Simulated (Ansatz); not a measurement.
**Al (Fm-3m), stationary points along a deformation path**

Method: DFT PBE+D3(BJ), scalar-relativistic, plane waves, PAW (Ansatz). Settings: plane waves to 420 eV, k-mesh 22×22×22 (Γ-centred), Gaussian smearing 0.15 eV. No spin polarisation. Energies are free energies at this smearing, counted from the undisturbed cell; pressure is positive in compression.

Reference structure (as given, not relaxed at this level; it stands at -3.7 GPa):

```
CELL_PARAMETERS angstrom
0.00000 2.02398 2.02398
2.02398 0.00000 2.02398
2.02398 2.02398 0.00000
ATOMIC_POSITIONS crystal
Al 0.00000 0.00000 0.00000
```

At fixed volume and fractional coordinates, lengths along (0.000, 0.000, 1.000) are scaled against those across it; ρ is that ratio over its starting value. V = 16.582 Å³/atom. Δσ is the stress along the axis less the mean stress across it (compression positive).

| ρ | ΔE (meV/atom) | Δσ (GPa) | space group |
| --- | --- | --- | --- |
| 0.650 | 91.3 | -2.17 | I4/mmm |
| 0.707 | 97.9 | 0.00 | Im-3m |
| 0.780 | 84.8 | 4.51 | I4/mmm |
| 0.850 | 45.9 | 7.19 | I4/mmm |
| 0.920 | 13.8 | 4.45 | I4/mmm |
| 0.960 | 3.6 | 2.26 | I4/mmm |
| 1.000 | 0.0 | 0.00 | Fm-3m |
| 1.050 | 5.5 | -2.70 | I4/mmm |
| 1.100 | 18.2 | -5.26 | I4/mmm |
| 1.200 | 70.5 | -12.21 | I4/mmm |
| 1.300 | 157.1 | -19.21 | I4/mmm |
| 1.414 | 296.8 | -29.11 | I4/mmm |
| 1.500 | 425.7 | -34.12 | I4/mmm |

**Question.** How does the stress give the slope of the energy, and where is the energy stationary?

**Answer.** Along the path d ln(length) is 2/3 d ln ρ on the axis and −1/3 d ln ρ across it, so dE/d ln ρ = −(2/3) V Δσ: the energy falls with ρ where Δσ is positive. Δσ vanishes or changes sign at ρ = 0.707 (Im-3m), a maximum at 97.9 meV/atom; at ρ = 1.000 (Fm-3m), a minimum at 0.0 meV/atom. Pairs of stationary points between two samples would go unseen, and could change a minimum read from distant neighbours into a maximum. At ρ = 0.707, 1.000 the cell is cubic, where symmetry alone makes the stress isotropic and the slope zero.

**Question.** Which shear constant sets the curvature at ρ = 1?

**Answer.** For a cubic crystal E/V = (2/3) C (ln ρ)² with C = C′ = (C11 − C12)/2, so Δσ = −2C ln ρ. The parabola of Δσ against ln ρ through ρ = 0.960, 1 and 1.050 gives C ≈ 28 GPa with the ions clamped, rough because the steps are large. It is the stress–strain coefficient at this cell's pressure of -3.7 GPa, not the zero-pressure constant.

**Question.** Integrate that slope from ρ = 1 to 0.850 by the trapezoid rule.

**Answer.** With V/N in Å³ and 1 eV/Å³ = 160.2 GPa the slopes at ρ = 1.000, 0.960, 0.920, 0.850 are 0, -156, -307, -496 meV/atom per unit of ln ρ. The steps add 3.2 + 9.8 + 31.8 = 44.8 meV/atom, against 45.9 from the energies; the trapezoid rule misses the curvature of the slope within each step.

In a metal these slopes depend on the k mesh and the smearing.